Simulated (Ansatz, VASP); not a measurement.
## Cd3Si4P8 (a cell with a defect) in VASP and in Ansatz

```
Cd Si P
1.0
     2.86225   -2.86225    5.28981
     2.86225   -2.86225   -5.28981
     5.72449    5.72449    0.00000
Cd Si P
3 4 8
Direct
  0.49989 0.99855 0.76238
  0.50216 0.49784 0.50000
  0.00145 0.50011 0.23762
  0.99681 0.00319 0.50000
  0.50433 0.49567 0.00000
  0.49165 0.99285 0.24875
  0.00715 0.50835 0.75125
  0.60290 0.34597 0.22776
  0.09693 0.86823 0.73652
  0.61501 0.84636 0.02739
  0.10226 0.35999 0.51782
  0.13177 0.90307 0.26348
  0.65403 0.39710 0.77224
  0.64001 0.89774 0.48218
  0.15364 0.38499 0.97261
```

Change from the starting cell: Cd vacancy after atom 3 has jumped, atoms relaxed.

Alike in both runs: functional PBE; k mesh 4 × 4 × 4; occupations gaussian, width 0.05 eV; no spin polarisation.

Ansatz relaxed the structure, and its values are those at the end. VASP's run is a single point on that final structure, the one shown.

```csv
,VASP,Ansatz
version,VASP 6.6.1,Ansatz 0.2.0
potentials or method,"VASP PAW PBE potentials, release 64 (Cd, Si, P)","scalar-relativistic, plane waves, PAW"
plane-wave cutoff (eV),520,420
valence electrons in the cell,92,116
```

VASP gave:

```
gap on the k mesh at the Fermi level (eV) : none
pressure (GPa)                            : -1.9
rms of the force components (eV/Å)        : 0.016
```

Problem. What did Ansatz give for the same quantities?

Solution. gap on the k mesh at the Fermi level (eV): none; pressure (GPa): -2.0; rms of the force components (eV/Å): 0.005.

A gap of «none» marks a metal or a gap that the smearing closes. The two sets of potentials don't hold the same shells in valence. Ansatz warned: «stress_scf_threshold_loose».
